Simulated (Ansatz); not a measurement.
# Structure types of TiC compared at 100 GPa

Structure types of TiC are relaxed in primitive cells with their symmetry kept at 100 GPa, on PAW files; LAPW relaxes the small cells further and takes the PAW cell for the others (marked *). The enthalpy is E + pV at zero temperature, without zero-point motion. Only the types listed were tried, and differences under about 5 meV/atom are mesh noise. Not among the end structures: zincblende, which may lie lower.

All numbers are PBE results (scalar-relativistic) from Ansatz 0.2.0, with Fermi–Dirac smearing of 0.05 eV, no spin polarisation. Methods: LAPW: all electrons, basis error target 0.5 meV/atom; PAW: frozen-core files, cutoff 420 eV.

k meshes: rocksalt 17×17×17, CsCl 15×15×15, WC 17×17×15, NiAs 11×11×7.

Task: Order the types by LAPW enthalpy, lowest first.
A. NiAs
B. WC
C. rocksalt
D. CsCl

Result: C (0 meV/atom), A (711 meV/atom), B (918 meV/atom), D (988 meV/atom).

| start type | ends as | a, b, c (Å) | V (Å³/atom) | H − H(lowest), LAPW (meV/atom) | same, PAW |
| --- | --- | --- | --- | --- | --- |
| rocksalt | rocksalt, Fm-3m | 3.992, 3.992, 3.992 | 7.95 | 0.0 | 0.0 |
| CsCl | CsCl, Pm-3m | 2.478, 2.478, 2.478 | 7.61 | 988.2 | 987.5 |
| WC | WC, P-6m2 | 2.725, 2.725, 2.547 | 8.19 | 917.6 | 916.6 |
| NiAs* | NiAs, P6_3/mmc | 2.760, 2.760, 5.028 | 8.29 | 711.1 | 711.1 |

Task: Split the lead of rocksalt over NiAs into energy and pV.

Result: For NiAs less rocksalt: ΔE = +501.5 meV/atom, and p·ΔV = 100 GPa × +0.3358 Å³ × 6.242 meV/(GPa·Å³) = +209.6 meV/atom, together 711.1 meV/atom. rocksalt wins on both counts.
